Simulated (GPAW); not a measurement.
Crystal: C.

```
C
1.0
     0.00000    1.78337    1.78337
     1.78337    0.00000    1.78337
     1.78337    1.78337    0.00000
C
2
Direct
  0.75000 0.75000 0.75000
  0.50000 0.50000 0.50000
```

This isn't the form of C at room conditions, which is graphite.

Base run:

| Quantity | Value |
| --- | --- |
| Program | GPAW 26.7.0 |
| Functional | WC |
| Potentials or basis | PAW data sets generated in the run's folder for this functional |
| Cutoff | 800 eV |
| Basis | pw |
| k mesh | 10 × 10 × 10 |
| Occupations | fermi-dirac, width 0.05 eV |
| Spin | no spin polarisation |

Its results: band gap on the k mesh 4.08 eV, indirect (least direct gap 5.57 eV).

Question: The run is repeated on the same cell with these changes: functional from WC to C09-vdW; potentials or basis from PAW data sets generated in the run's folder for this functional to GPAW PAW data sets (gpaw-data 1.2.1). What comes out?

Answer: Band gap on the k mesh 4.15 eV, indirect (least direct gap 5.59 eV).

A k mesh can miss the band edges.
